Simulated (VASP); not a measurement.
CuAu:

```
CELL_PARAMETERS angstrom
2.81075 0.00000 0.00000
0.00000 2.81075 0.00000
0.00000 0.00000 3.68500
ATOMIC_POSITIONS crystal
Au 0.00000 0.00000 0.00000
Cu 0.50000 0.50000 0.50000
```

Base run:

- Program: VASP 6.6.1
- Functional: PBE
- Potentials or basis: VASP PAW PBE potentials, release 64 (Au, Cu)
- Cutoff: 520 eV
- k mesh: 9 × 9 × 7
- Occupations: fermi-dirac, width 0.05 eV
- Spin: no spin polarisation

Its results: band gap on the k mesh none (metal or under the smearing width); pressure 4.5 GPa.

Q: The run is repeated on the same cell with these changes: functional from PBE to PBEsol. What comes out?

A: Band gap on the k mesh none (metal or under the smearing width); pressure -3.9 GPa.

PBEsol binds more tightly than PBE, so the same cell stands under less pressure.

Caveats: the PAW data sets were made with another functional, which shifts forces and pressure a little (some runs).

Not every run made on this cell is shown here.
